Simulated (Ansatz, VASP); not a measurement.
**One calculation of BN, two programs**

File INCAR:

```
ALGO     = Normal         # electronic algorithm
EDIFF    = 1E-6           # SCF threshold, eV
ENCUT    = 520            # plane-wave cutoff, eV
GGA      = PE             # functional
ISIF     = 2              # what is computed and relaxed
ISMEAR   = -1             # smearing method
LASPH    = T              # aspherical terms in the spheres
LCHARG   = F              # write CHGCAR
LREAL    = F              # projectors in reciprocal space
LWAVE    = F              # write WAVECAR
NBANDS   = 11             # bands
NELM     = 60             # most SCF steps
PREC     = Accurate       # precision mode
SIGMA    = 0.02           # smearing width, eV
```

File KPOINTS:

```
k-points
0
Gamma
  3 3 3
```

POSCAR

```
BN
1.0
    2.3148041895      0.0000000000      0.0000000000
    0.0000000000      2.3148041895      0.0000000000
    0.0000000000      0.0000000000      2.3148041895
B N
1 1
Direct
    0.0000000000      0.0000000000      0.0000000000
    0.5000000000      0.5000000000      0.5000000000
```

Input for Ansatz:

```yaml
crystal:
  lattice:
    - [2.3148041895, 0.0, 0.0]
    - [0.0, 2.3148041895, 0.0]
    - [0.0, 0.0, 2.3148041895]
  atoms:
    - { symbol: B, position: [0.0, 0.0, 0.0] }
    - { symbol: "N", position: [0.5, 0.5, 0.5] }
kpoints:
  mp_grid: { grid: [3, 3, 3] }
hamiltonian:
  xc: pbe
scf:
  occupations: { method: fermi_dirac, width: 0.02 }
  n_extra_bands: 4
output:
  forces: true
  stress: true
  eigenvalues: true
```

Alike in both runs: task single point; functional PBE; k mesh 3 × 3 × 3; occupations fermi-dirac, width 0.02 eV; no spin polarisation.

|  | VASP | Ansatz |
| --- | --- | --- |
| version | VASP 6.6.1 | Ansatz 0.2.0 |
| potentials or method | VASP PAW PBE potentials, release 64 (B, N) | plane waves |
| plane-wave cutoff (eV) | 520 | 420 |
| valence electrons in the cell | 8 | 8 |

```tsv
	VASP	Ansatz	Ansatz less VASP
pressure (GPa)	12.3	12.3	+0.02
```

The functional is the same, so the differences come from potentials, cutoffs and numerics.

Caveats: the k mesh is coarse (spacing up to 0.90 Å⁻¹), so the values aren't converged; an odd mesh through Γ misses points on the zone boundary, where band edges often lie.
